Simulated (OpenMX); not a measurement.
Runs of OpenMX 3.8.5 on BN. The structure is hexagonal, space group P6_3/mmc (No. 194). The conventional cell has a = 2.464 Å, b = 2.464 Å, c = 6.546 Å, α = 90.00°, β = 90.00°, γ = 120.00°. N (site symmetry -6m2) is surrounded by 3 B at 1.42 Å. B (site symmetry -6m2) has 3 N at 1.42 Å as nearest neighbours. 

```tsv
cell	gap on the mesh (eV)	pressure (GPa)	largest force (eV/Å)
P6_3/mmc, 8.61 Å³/atom	4.52	18.4	0.02
P6_3/mmc, 9.33 Å³/atom	(a)	-2.5	0.02
P6_3/mmc, 9.68 Å³/atom	4.33	-10.4	0.02
P6_3/mmc, 7.89 Å³/atom	4.64	(c)	0.01
P6_3/mmc, 8.25 Å³/atom	(b)	31.9	0.02
P6_3/mmc, 8.97 Å³/atom	4.46	7.0	0.02
```

Alike in all rows: task single point; level PBE; potentials or basis OpenMX 2013 PBE set, N6.0-s2p2d1, B7.0-s2p2d1, grid cutoff 400 Ry; no spin polarisation; k mesh 9 × 9 × 3; smearing fermi-dirac 0.05 eV.

**Question.** Estimate the missing entries.

**Answer.** (a) 4.39; (b) 4.58; (c) 48.1.

Caveats: an odd mesh through Γ misses points on the zone boundary, where band edges often lie; the basis of atomic orbitals isn't converged, which shifts pressures, moduli and gaps; this functional lacks dispersion, which binds the layers, so the pressure and a relaxed spacing across them are unreliable (some runs).
